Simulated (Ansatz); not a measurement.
# Notes on a calculation: PbSe (antiNiAs structure)

Method: PBE, scalar-relativistic; no spin polarisation; PAW, 420 eV, Γ-centred 8×8×6 mesh, 0.05 eV Gaussian smearing; code Ansatz. The datasets are Ansatz's generated set soft_2.

The start was a prototype's sites filled with these elements. The Crystallography Open Database lists the compound in space group Fm-3m (rock salt), so this is a trial structure.

The start:

```xyz
4
Lattice="4.7008 0.0000 0.0000 -2.3504 4.0711 0.0000 0.0000 0.0000 6.5518" Properties=species:S:1:pos:R:3 pbc="T T T"
Pb    0.0000    2.7140    1.6380
Pb    2.3504    1.3570    4.9139
Se    0.0000    0.0000    0.0000
Se    0.0000    0.0000    3.2759
```

The runs in order:

```tsv
run	level	k-mesh	kind	V (Å³/atom)	P (GPa)	E − E(final) (meV/atom)	gap on the mesh (eV)
1	PBE	8×8×6	cell and atoms relaxed	30.19	0.0	0.0	0.21
```

The final structure (symmetry read at 0.01 Å). It takes space group P6_3/mmc (No. 194, hexagonal). Conventional cell: a = 4.271 Å, b = 4.271 Å, c = 7.644 Å, α = 90.00°, β = 90.00°, γ = 120.00°. Pb (site symmetry -6m2) is surrounded by 6 Se at 3.12 Å. Se (site symmetry -3m) is surrounded by 6 Pb at 3.12 Å. (Neighbours are counted to 15 % beyond the shortest distance.)

```tsv
atom	site	symmetry	x	y	z
Pb	2c	-6m2	0.3333	0.6667	0.2500
Se	2a	-3m.	0.0000	0.0000	0.0000
```

At the final geometry the gap, band path included, is 0.21 eV. The equation of state gives B0 = 44 GPa and B0′ = 4.1. The elastic tensor is positive definite (smallest eigenvalue 11.5 GPa). Against the elements' standard states, run alike and uncorrected, the formation energy is -0.48 eV/atom. The runs in the table took roughly 1.5 core-minutes.

**Why it comes out so.**

Bader charges against formal ones: Pb +0.87 (+2), Se −0.87 (−2). The cations give up 44 % of the formal charge; Bader charges stay under formal ones because the anions' density reaches into the cations' basins, the more so the higher the formal charge and the softer the anion.

Scalar-relativistic only: spin–orbit splittings of the heavy atoms' levels are missing.
